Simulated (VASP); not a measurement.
## VASP inputs for SiC (zincblende)

INCAR

```
NBANDS = 11
LREAL = .FALSE.
ISMEAR = -1
LWAVE = .FALSE.
SIGMA = 0.02
GGA = CA
LCHARG = .FALSE.
ISIF = 3
PREC = Accurate
NELM = 120
IBRION = 2
ENCUT = 600
LASPH = .TRUE.
EDIFF = 1E-7
NSW = 40
EDIFFG = -5E-3
```

KPOINTS

```
KPOINTS created by Atomic Simulation Environment
0
Gamma
10 10 10
0 0 0
```

POSCAR

```
Si C
 1.0000000000000000
     0.0000000000000000    2.1897788108572280    2.1897788108572280
     2.1897788108572280   -0.0000000000000000    2.1897788108572280
     2.1897788108572280    2.1897788108572280   -0.0000000000000000
 Si  C
   1   1
Cartesian
 -0.0000000000000000  0.0000000000000000 -0.0000000000000000
  1.0948894054286140  1.0948894054286140  1.0948894054286140
```

VASP ran with the recommended LDA PAW datasets (8 valence electrons in the cell).

Question: What does this run give?

Answer: relaxed cell vector lengths 3.062, 3.062, 3.062 Å; relaxed cell volume 20.31 Å³.
